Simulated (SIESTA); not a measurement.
SIESTA run on CaF2 (Fm-3m, 3 atoms in the cell): self-consistent single point

Method: GGA PBE, numerical atomic orbitals DZP, PseudoDojo PBE standard norm-conserving potentials (rewritten from UPF to PSML) (SIESTA).

Input as run:

```
# files in the folder: Ca.psml F.psml (PseudoDojo PBE standard)
SystemName  CaF2
SystemLabel CaF2

NumberOfAtoms                3
NumberOfSpecies              2
%block ChemicalSpeciesLabel
  1 20 Ca
  2 9 F
%endblock ChemicalSpeciesLabel
LatticeConstant              1.0 Ang
%block LatticeVectors
     0.000000000    2.743650000    2.743650000
     2.743650000    0.000000000    2.743650000
     2.743650000    2.743650000    0.000000000
%endblock LatticeVectors
AtomicCoordinatesFormat      Fractional
%block AtomicCoordinatesAndAtomicSpecies
     0.000000000    0.000000000    0.000000000  1
     0.250000000    0.250000000    0.250000000  2
     0.750000000    0.750000000    0.750000000  2
%endblock AtomicCoordinatesAndAtomicSpecies

XC.functional                GGA
XC.authors                   PBE
PAO.BasisSize                DZP
PAO.EnergyShift              0.01 Ry
MeshCutoff                   400 Ry
%block kgrid.MonkhorstPack
    4   0   0  0.0
    0   4   0  0.0
    0   0   4  0.0
%endblock kgrid.MonkhorstPack
OccupationFunction           FD
ElectronicTemperature        20.0 meV

MaxSCFIterations             150
SCF.Mixer.Method             Pulay
SCF.Mixer.Weight             0.25
SCF.Mixer.History            8
SCF.DM.Tolerance             1.0E-05
Diag.ParallelOverK           true
WriteForces                  true
Charge.Mulliken              end
```

Output, abridged:

```
reinit: Reading from file input.fdf

reinit: System Name: CaF2
reinit: System Label: CaF2

coor:   Atomic-coordinates input format  =     Fractional

siesta: Atomic coordinates (Bohr) and species
siesta:      0.00000   0.00000   0.00000  1        1
siesta:      2.59237   2.59237   2.59237  2        2
siesta:      7.77712   7.77712   7.77712  2        3

siesta: System type = bulk

initatomlists: Number of atoms, orbitals, and projectors:      3    35    44

siesta: ******************** Simulation parameters ****************************
redata: Spin configuration                          = none
redata: Time-Reversal Symmetry                      = T
redata: Number of Atomic Species                    =        2
redata: Mesh Cutoff                                 =   400.0000 Ry
redata: Net charge of the system                    =     0.0000 |e|
redata: Min. number of SCF Iter                     =        0
redata: Max. number of SCF Iter                     =      150
redata: SCF convergence failure will abort job
redata: SCF mix quantity                            = Hamiltonian
redata: Mix DM or H after convergence               =   F
redata: Recompute H after scf cycle                 =   F
redata: Mix DM in first SCF step                    =   T
redata: No kicks to SCF
redata: DM Mixing Weight for Kicks                  =     0.5000
redata: Require Harris convergence for SCF          =   F
redata: Harris energy tolerance for SCF             =     0.000100 eV
redata: Require DM convergence for SCF              =   T
redata: DM tolerance for SCF                        =     0.000010
redata: Require EDM convergence for SCF             =   F
redata: EDM tolerance for SCF                       =     0.001000 eV
redata: Require H convergence for SCF               =   T
redata: Hamiltonian tolerance for SCF               =     0.001000 eV
redata: Require (free) Energy convergence for SCF   =   F
   [... lines left out ...]
diag: Parallel distribution                         =     1 x     1
diag: Used triangular part                          = Lower
diag: Absolute tolerance                            =  0.100E-15
diag: Orthogonalization factor                      =  0.100E-05
diag: Memory factor                                 =  1.0000

superc: Internal auxiliary supercell:     5 x     5 x     5  =     125
superc: Number of atoms, orbitals, and projectors:    375   4375   5500

                        Single-point calculation

superc: Internal auxiliary supercell:     5 x     5 x     5  =     125
superc: Number of atoms, orbitals, and projectors:    375   4375   5500

outcell: Unit cell vectors (Ang):
        0.000000    2.743650    2.743650
        2.743650    0.000000    2.743650
        2.743650    2.743650    0.000000

outcell: Cell vector modules (Ang)   :    3.880107    3.880107    3.880107
outcell: Cell angles (23,13,12) (deg):     60.0000     60.0000     60.0000
outcell: Cell volume (Ang**3)        :     41.3063
new_DM -- step:     1
Initializing Density Matrix...

Attempting to read DM from file... Failed...
DM filled with atomic data:

InitMesh: MESH = 40 x 40 x 40 = 64000
InitMesh: Mesh cutoff (required, used) =   400.000   440.581 Ry

stepf: Fermi-Dirac step function
        iscf     Eharris(eV)        E_KS(eV)     FreeEng(eV)     dDmax    Ef(eV) dHmax(eV)
   scf:    1    -2399.361685    -2398.795797    -2398.795797  0.978415 -7.650215  4.789786
   scf:    2    -2399.917026    -2399.432282    -2399.432282  0.161462 -8.145275  1.996926
   scf:    3    -2399.625212    -2399.571115    -2399.571115  0.114772 -4.902466  0.575141
   scf:    4    -2399.581359    -2399.577555    -2399.577555  0.049403 -5.245158  0.112359
   scf:    5    -2399.406233    -2399.513651    -2399.513651  0.092956 -5.130322  1.379730
   scf:    6    -2399.602604    -2399.577853    -2399.577853  0.093700 -5.212696  0.021597
   scf:    7    -2399.577877    -2399.577869    -2399.577869  0.001213 -5.210238  0.002568
   scf:    8    -2399.577869    -2399.577869    -2399.577869  0.000119 -5.210741  0.000201
mix: Pulay -- inversion failed, > SVD [rank/size] 3 / 7
   scf:    9    -2399.577869    -2399.577869    -2399.577869  0.000011 -5.210756  0.000004
mix: Pulay -- inversion failed, > SVD [rank/size] 3 / 7
   scf:   10    -2399.577869    -2399.577869    -2399.577869  0.000001 -5.210756  0.000002
SCF Convergence by DM+H criterion
max |DM_out - DM_in|         :     0.0000006447
max |H_out - H_in|      (eV) :     0.0000024873
SCF cycle converged after 10 iterations

Using DM_out to compute the final energy and forces

siesta: E_KS(eV) =            -2399.5779

siesta: E_KS - E_eggbox =     -2399.5779

siesta: Atomic forces (eV/Ang):
     1   -0.000000   -0.000000   -0.000000
     2    0.000039    0.000039    0.000039
     3   -0.000039   -0.000039   -0.000039
   Tot   -0.000000   -0.000000   -0.000000
   Max    0.000039
   Res    0.000032    sqrt( Sum f_i^2 / 3N )
   Max    0.000039    constrained

Stress tensor Voigt[x,y,z,yz,xz,xy] (kbar):      -21.74      -21.74      -21.74       -0.03       -0.03       -0.03
(Free)E + p*V (eV/cell)    -2399.0173
Target enthalpy (eV/cell)    -2399.5779

siesta: Program's energy decomposition (eV):
siesta: Ebs     =      -494.730809
siesta: Eions   =      3848.061641
siesta: Ena     =       745.152326
siesta: Ekin    =      1251.105553
siesta: Enl     =       -54.343502
siesta: Eso     =         0.000000
siesta: Edftu   =         0.000000
siesta: DEna    =        10.843780
siesta: DUscf   =         0.798674
siesta: DUext   =         0.000000
siesta: Ex      =      -474.884651
siesta: Ec      =       -30.188409
siesta: Exc     =      -505.073060
siesta: Eharris =     -2399.577869
siesta: Etot    =     -2399.577869
siesta: FreeEng =     -2399.577869

siesta: Stress tensor (static) (eV/Ang**3):
siesta:    -0.013572   -0.000020   -0.000020
siesta:    -0.000020   -0.013572   -0.000020
siesta:    -0.000020   -0.000020   -0.013572

siesta: Cell volume =         41.306284 Ang**3

siesta: Pressure (static):
siesta:                Solid            Molecule  Units
siesta:           0.00014781          0.00014784  Ry/Bohr**3
siesta:           0.01357159          0.01357418  eV/Ang**3
siesta:          21.74408986         21.74823620  kBar

mulliken: Atomic and Orbital Populations:

Species: Ca
Atom  Qatom  Qorb
               3s      4s      4s      3py     3pz     3px     4py     4pz
               4px
   1  8.918   1.988   0.452  -0.094   1.997   1.997   1.997   0.193   0.193
              0.193

Species: F
Atom  Qatom  Qorb
               2s      2s      2py     2pz     2px     2py     2pz     2px
               3Pdxy   3Pdyz   3Pdz2   3Pdxz   3Pdx2-y2
   2  7.541   1.890  -0.013   2.133   2.133   2.133  -0.249  -0.249  -0.249
              0.002   0.002   0.003   0.002   0.003
   3  7.541   1.890  -0.013   2.133   2.133   2.133  -0.249  -0.249  -0.249
              0.002   0.002   0.003   0.002   0.003

mulliken: Qtot =       24.000

Mulliken Atomic Populations:
Atom #   charge [q] valence [e]  Species
     1     1.081874    8.918126  Ca
     2    -0.540937    7.540937  F
     3    -0.540937    7.540937  F
 Total    -0.000000
```

The run converged in 10 iterations.

The starting cell has typed, rounded lattice constants, without a prior relaxation at this level. Its lattice was rescaled by up to half a per cent. Values carry the incompleteness of an atom-centred basis.
